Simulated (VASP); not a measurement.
# BaTiO3 (Pm-3m) in VASP: notebook

The runs below take BaTiO3 through relaxation of cell and atoms, with PBE.

Program: VASP 6.6.1. These are calculated values, not measurements. Logs are shortened: lines on timing, memory, paths and dates and some standing lists are left out, and cuts for length are marked.

## (1) The structure

Symmetry: Pm-3m, No. 221, cubic system. The conventional cell has a = 4.006 Å, b = 4.006 Å, c = 4.006 Å, α = 90.00°, β = 90.00°, γ = 90.00°. Ba (site symmetry m-3m) has 12 O at 2.83 Å as nearest neighbours. Ti (site symmetry m-3m) is surrounded by 6 O at 2.00 Å. O (site symmetry 4/mmm) is surrounded by 2 Ti at 2.00 Å.

## (2) Relaxation of cell and atoms, PBE

INCAR

```
  PREC = Accurate
  ENCUT = 600
  EDIFF = 1E-6
  ISMEAR = 0
  SIGMA = 0.03
  LREAL = F
  LASPH = T
  NELM = 80
  ALGO = Normal
  ISIF = 3
  LWAVE = F
  LCHARG = F
  GGA = PE
  IBRION = 2
  NSW = 90
  EDIFFG = -0.01
```

KPOINTS

```
regular mesh
0
Gamma
  8 8 8
```

POSCAR

```
BaTiO3
1.0
    4.0060000000      0.0000000000      0.0000000000
    0.0000000000      4.0060000000      0.0000000000
    0.0000000000      0.0000000000      4.0060000000
Ba Ti O
1 1 3
Direct
    0.5000000000      0.5000000000      0.5000000000
    0.0000000000      0.0000000000      0.0000000000
    0.5000000000      0.0000000000      0.0000000000
    0.0000000000      0.5000000000      0.0000000000
    0.0000000000      0.0000000000      0.5000000000
```

Potentials or basis: VASP PAW PBE potentials, release 64 (Ba_sv, Ti_sv, O).

Run with:

```
$ cat potpaw_PBE.64/Ba_sv/POTCAR potpaw_PBE.64/Ti_sv/POTCAR potpaw_PBE.64/O/POTCAR > POTCAR
$ mpirun -np 1 vasp_std > vasp.out
```

OUTCAR:

```text
PREC = Accurate
   ENCUT = 600
   EDIFF = 1E-6
   ISMEAR = 0
   LREAL = F
   LASPH = T
   NELM = 80
   ISIF = 3
   GGA = PE
   IBRION = 2
   NSW = 90
   EDIFFG = -0.01

 ion  position               nearest neighbor table
   1  0.500  0.500  0.500-   3 2.83   4 2.83   5 2.83   3 2.83   4 2.83   3 2.83   5 2.83   3 2.83
                             4 2.83   5 2.83   4 2.83   5 2.83   2 3.47   2 3.47   2 3.47   2 3.47
   2  0.000  0.000  0.000-   3 2.00   4 2.00   5 2.00   5 2.00   4 2.00   3 2.00   1 3.47   1 3.47
                             1 3.47   1 3.47   1 3.47   1 3.47   1 3.47   1 3.47
   3  0.500  0.000  0.000-   2 2.00   2 2.00   1 2.83   1 2.83   1 2.83   1 2.83
   4  0.000  0.500  0.000-   2 2.00   2 2.00   1 2.83   1 2.83   1 2.83   1 2.83
   5  0.000  0.000  0.500-   2 2.00   2 2.00   1 2.83   1 2.83   1 2.83   1 2.83

  LATTYP: Found a simple cubic cell.
 ALAT       =     4.0060000000

  Lattice vectors:

 A1 = (   4.0060000000,   0.0000000000,   0.0000000000)
 A2 = (   0.0000000000,   4.0060000000,   0.0000000000)
 A3 = (   0.0000000000,   0.0000000000,   4.0060000000)

Analysis of symmetry for initial positions (statically):
=====================================================================
 Subroutine PRICEL returns:
 Original cell was already a primitive cell.

 Routine SETGRP: Setting up the symmetry group for a
 simple cubic supercell.

 Subroutine GETGRP returns: Found 48 space group operations
 (whereof 48 operations were pure point group operations)
 out of a pool of 48 trial point group operations.

The static configuration has the point symmetry O_h .

Analysis of symmetry for dynamics (positions and initial velocities):
=====================================================================
 Subroutine PRICEL returns:
 Original cell was already a primitive cell.

 Routine SETGRP: Setting up the symmetry group for a
 simple cubic supercell.

 Subroutine GETGRP returns: Found 48 space group operations
 (whereof 48 operations were pure point group operations)
 out of a pool of 48 trial point group operations.

The dynamic configuration has the point symmetry O_h .

 Subroutine INISYM returns: Found 48 space group operations
 (whereof 48 operations are pure point group operations),
 and found     1 'primitive' translations

----------------------------------------------------------------------------------------

                                     Primitive cell

  volume of cell :      64.2884

  direct lattice vectors                    reciprocal lattice vectors
     4.006000000  0.000000000  0.000000000     0.249625562  0.000000000  0.000000000
     0.000000000  4.006000000  0.000000000     0.000000000  0.249625562  0.000000000
     0.000000000  0.000000000  4.006000000     0.000000000  0.000000000  0.249625562

  length of vectors
     4.006000000  4.006000000  4.006000000     0.249625562  0.249625562  0.249625562

  position of ions in fractional coordinates (direct lattice)
     0.500000000  0.500000000  0.500000000
     0.000000000  0.000000000  0.000000000
     0.500000000  0.000000000  0.000000000
     0.000000000  0.500000000  0.000000000
     0.000000000  0.000000000  0.500000000

  ion indices of the primitive-cell ions
   primitive index   ion index
                 1           1
                 2           2
                 3           3
                 4           4
                 5           5

----------------------------------------------------------------------------------------

 KPOINTS: regular mesh

Automatic generation of k-mesh.
 Grid dimensions read from file:
 generate k-points for:    8    8    8

 Generating k-lattice:

  Cartesian coordinates                     Fractional coordinates (reciprocal lattice)
     0.031203195  0.000000000  0.000000000     0.125000000  0.000000000  0.000000000
     0.000000000  0.031203195  0.000000000     0.000000000  0.125000000  0.000000000
     0.000000000  0.000000000  0.031203195     0.000000000  0.000000000  0.125000000

  Length of vectors
     0.031203195  0.031203195  0.031203195

  Shift w.r.t. Gamma in fractional coordinates (k-lattice)
     0.000000000  0.000000000  0.000000000

 Subroutine IBZKPT returns following result:
 ===========================================

 Found     35 irreducible k-points:

 Following reciprocal coordinates:
            Coordinates               Weight
  0.000000  0.000000  0.000000      1.000000
  0.125000  0.000000  0.000000      6.000000
  0.250000  0.000000  0.000000      6.000000
  0.375000  0.000000  0.000000      6.000000
  0.500000  0.000000  0.000000      3.000000
  0.125000  0.125000  0.000000     12.000000
[... 16 lines left out ...]
  0.375000  0.375000  0.125000     24.000000
  0.500000  0.375000  0.125000     24.000000
 [... further k-points ...]
   k-points           NKPTS =     35   k-points in BZ     NKDIM =     35   number of bands    NBANDS=     24
   number of dos      NEDOS =    301   number of ions     NIONS =      5
   total plane-waves  NPLWV =  32768
   dimension x,y,z NGX =    32 NGY =   32 NGZ =   32
   dimension x,y,z NGXF=    64 NGYF=   64 NGZF=   64
   ions per type =               1   1   3
   NGX,Y,Z   is equivalent  to a cutoff of  13.28, 13.28, 13.28 a.u.
   NGXF,Y,Z  is equivalent  to a cutoff of  26.56, 26.56, 26.56 a.u.
 SYSTEM =  unknown system
   PREC   = accura    normal or accurate (medium, high low for compatibility)
   ISTART =      0    job   : 0-new  1-cont  2-samecut
   ICHARG =      2    charge: 1-file 2-atom 10-const
   ISPIN  =      1    spin polarized calculation?
   LNONCOLLINEAR =      F non collinear calculations
   LSORBIT =      F    spin-orbit coupling
   LASPH  =      T    aspherical Exc in radial PAW
   ENCUT  =  600.0 eV  44.10 Ry    6.64 a.u.   8.00  8.00  8.00*2*pi/ulx,y,z
   NELM   =     80;   NELMIN=  2; NELMDL= -5     # of ELM steps
   EDIFF  = 0.1E-05   stopping-criterion for ELM
   LREAL  =      F    real-space projection
   EDIFFG = -.1E-01   stopping-criterion for IOM
   NSW    =     90    number of steps for IOM
   IBRION =      2    ionic relax: 0-MD 1-quasi-New 2-CG
   NFREE  =      1    steps in history (QN), initial steepest desc. (CG)
   ISIF   =      3    stress and relaxation
   ISYM   =      2    0-nonsym 1-usesym 2-fastsym
   POTIM  = 0.5000    time-step for ionic-motion
   TEBEG  =    0.0;   TEEND  =   0.0 temperature during run
   PSTRESS=    0.0 pullay stress
   NELECT =      40.0000    total number of electrons
   NUPDOWN=      -1.0000    fix difference up-down
   EMIN   =  10.00;   EMAX   =-10.00  energy-range for DOS
   EFERMI =   0.00;   METHOD = LEGACY
   ISMEAR =     0;   SIGMA  =   0.03  broadening in eV -4-tet -1-fermi 0-gaus
   EFERMI_NEDOS =   21; number of points for ismear=-14 and -15
   IALGO  =     38    algorithm
   IMIX   =      4    mixing-type and parameters
     AMIX     =   0.40;   BMIX     =  1.00
     AMIX_MAG =   1.60;   BMIX_MAG =  1.00
  volume/ion in A,a.u.               =      12.86        86.77
  Fermi-wavevector in a.u.,A,eV,Ry     =   1.397603  2.641087 26.576187  1.953295
  Thomas-Fermi vector in A             =   2.520843
   LORBIT       =      0    0 simple, 1 ext, 2 COOP (PROOUT), +10 PAW based schemes
   GGA     = PE    functional components
   LHFCALC =     F    Hartree Fock is set to
   AEXX    =    0.0000 exact exchange contribution
   IVDW    =     0    specifies the selected vdW correction
   LEPSILON=     F    determine dielectric tensor
   LRPA    =     F    only Hartree local field effects (RPA)
 conjugate gradient relaxation of ions
 non-spin polarized calculation
 Gauss-broadening in eV      SIGMA  =   0.03
  energy-cutoff  :      600.00
  volume of cell :       64.29
 maximum number of plane-waves:      2176
   NGX = 17   NGY = 17   NGZ = 17

--------------------------------------- Ionic step        1  -------------------------------------------

 number of electron      39.9999998 magnetization

 Free energy of the ion-electron system (eV)
  ---------------------------------------------------
  ext. energy  EPLUGINS =         0.00000000
  ---------------------------------------------------
  free energy    TOTEN  =       -39.97747177 eV

  energy without entropy =      -39.97747177  energy(sigma->0) =      -39.97747177

------------------------ aborting loop because EDIFF is reached ----------------------------------------

  FORCE on cell =-STRESS in cart. coord.  units (eV):
  Direction    XX          YY          ZZ          XY          YZ          ZX
  --------------------------------------------------------------------------------------
  -------------------------------------------------------------------------------------
  Total        1.3103530      1.3103530      1.3103530      0.0000000     -0.0000000      0.0000000
  in kB       32.6562296     32.6562296     32.6562296      0.0000000     -0.0000000      0.0000000
  external PRESSURE =      32.6562296 kB  Pullay stress =       0.0000000 kB
[... 63 lines left out ...]
  energy  without entropy=      -39.9790665831  energy(sigma->0) =      -39.97906658

--------------------------------------- Ionic step        3  -------------------------------------------

 number of electron      40.0000012 magnetization

 Free energy of the ion-electron system (eV)
  ---------------------------------------------------
  ext. energy  EPLUGINS =         0.00000000
  ---------------------------------------------------
  free energy    TOTEN  =       -39.98998438 eV

  energy without entropy =      -39.98998438  energy(sigma->0) =      -39.98998438

 E-fermi :   3.9027     XC(G=0): -11.1443

 val. band max:        3.6642532723   @ k =   0.5000   0.5000   0.5000
 cond. band min:       5.3661720048   @ k =   0.0000   0.0000   0.0000
 fundamental gap:      1.7019187326
 Fermi energy:         3.9026896506

 k-point     1 :       0.0000    0.0000    0.0000
  band No.  band energies     occupation
      1     -53.0645      2.00000
      2     -29.2642      2.00000
      3     -29.2642      2.00000
      4     -29.2642      2.00000
      5     -21.2006      2.00000
      6     -13.1779      2.00000
[... 637 lines left out ...]
     23       7.3803      0.00000
     24       8.6804      0.00000

 [... further k-points ...]

------------------------ aborting loop because EDIFF is reached ----------------------------------------

  FORCE on cell =-STRESS in cart. coord.  units (eV):
  Direction    XX          YY          ZZ          XY          YZ          ZX
  --------------------------------------------------------------------------------------
  -------------------------------------------------------------------------------------
  Total       -0.0019639     -0.0019639     -0.0019639     -0.0000000      0.0000000     -0.0000000
  in kB       -0.0480051     -0.0480051     -0.0480051     -0.0000000      0.0000000     -0.0000000
  external PRESSURE =      -0.0480051 kB  Pullay stress =       0.0000000 kB
[... 20 lines left out ...]
  FREE ENERGIE OF THE ION-ELECTRON SYSTEM (eV)
  ---------------------------------------------------
  free  energy   TOTEN  =       -39.9899843822 eV

  energy  without entropy=      -39.9899843822  energy(sigma->0) =      -39.98998438

 reached required accuracy - stopping structural energy minimisation
```

It took 64 s on 1 thread of Intel Xeon 6975P-C (Granite Rapids), shared host; peak memory 0.23 GiB.

Results:

| Property | Result |
| --- | --- |
| Free energy | -39.9900 eV |
| Relaxed volume | 13.11 Å³/atom |
| Relaxed cell | a = 4.032 Å, b = 4.032 Å, c = 4.032 Å, α = 90.00°, β = 90.00°, γ = 90.00° |
| Space group after relaxing (to 0.05 Å) | Pm-3m (No. 221) |
| Energy gained by relaxing | 2.5 meV/atom |
| Ionic steps | 3 |
| Pressure after relaxing | 0.0 GPa |
| Band gap on the k mesh | 1.70 eV, indirect (least direct gap 1.87 eV) |

Step by step:
```csv
step,energy change (eV),largest force (eV/Å),pressure (GPa),volume (Å³)
1,0.0000,0.0000,3.27,64.29
2,-0.0016,0.0000,-2.84,66.76
3,-0.0125,0.0000,0.00,65.55
```

Final structure:
```xyz
5
Lattice="4.0320 0.0000 0.0000 0.0000 4.0320 0.0000 0.0000 0.0000 4.0320" Properties=species:S:1:pos:R:3 pbc="T T T"
Ba    2.0160    2.0160    2.0160
Ti    0.0000    0.0000    0.0000
O     2.0160    0.0000    0.0000
O     0.0000    2.0160    0.0000
O     0.0000    0.0000    2.0160
```

Caveat: spin-orbit coupling is left out, which moves the levels of the heavy elements.

## (3) Relaxation of cell and atoms, PBE

This run uses another cell than the first one, of 13.11 Å³/atom, 1.020 times its volume.

Edit INCAR of step 2 so:

```diff
@@ -2,3 +2,3 @@
   ENCUT = 600
-  EDIFF = 1E-6
+  EDIFF = 1E-7
   ISMEAR = 0
@@ -15,2 +15,2 @@
   NSW = 90
-  EDIFFG = -0.01
+  EDIFFG = -0.005
```

KPOINTS is that of step 2.

POSCAR

```
BaTiO3                                  
1.0
    4.0319540224     -0.0000000000      0.0000000000
    0.0000000000      4.0319540224     -0.0000000000
   -0.0000000000     -0.0000000000      4.0319540224
  Ba              Ti              O             
     1     1     3
Direct
     0.5000000000000000    0.5000000000000000    0.5000000000000000
     0.0000000000000000    0.0000000000000000    0.0000000000000000
     0.5000000000000000    0.0000000000000000    0.0000000000000000
     0.0000000000000000    0.5000000000000000    0.0000000000000000
     0.0000000000000000    0.0000000000000000    0.5000000000000000
```

Potentials or basis: VASP PAW PBE potentials, release 64 (Ba_sv, Ti_sv, O).

Run with:

```
$ cat potpaw_PBE.64/Ba_sv/POTCAR potpaw_PBE.64/Ti_sv/POTCAR potpaw_PBE.64/O/POTCAR > POTCAR
$ mpirun -np 1 vasp_std > vasp.out
```

Wall time 29 s (1 thread of Intel Xeon 6975P-C (Granite Rapids), shared host); peak memory 0.22 GiB.

It converged, with:

| Property | Result |
| --- | --- |
| Free energy | -39.9926 eV |
| Pressure after relaxing | 0.0 GPa |
| Band gap on the k mesh | 1.70 eV, indirect (least direct gap 1.87 eV) |

Final structure:
```xyz
5
Lattice="4.0320 0.0000 0.0000 0.0000 4.0320 0.0000 0.0000 0.0000 4.0320" Properties=species:S:1:pos:R:3 pbc="T T T"
Ba    2.0160    2.0160    2.0160
Ti    0.0000    0.0000    0.0000
O     2.0160    0.0000    0.0000
O     0.0000    2.0160    0.0000
O     0.0000    0.0000    2.0160
```

Levels at points of the mesh, in eV from the valence-band top:
```
           k point  band 18  band 19  band 20  band 21  band 22  band 23
(0.00, 0.00, 0.00)    -0.17    -0.17    -0.17     1.70     1.70     1.70
(0.50, 0.00, 0.00)    -1.80    -0.71    -0.71     1.85     3.38     3.38
(0.50, 0.50, 0.00)    -0.88    -0.88    -0.09     3.38     3.38     3.79
(0.50, 0.50, 0.50)     0.00     0.00     0.00     4.02     4.02     4.02
```

Caveat: the relaxation stopped at its first step, so nothing moved; spin-orbit coupling is left out, which moves the levels of the heavy elements. As with any semilocal functional, this PBE gap is likely too small.

(Continued in part 2 of 2.)
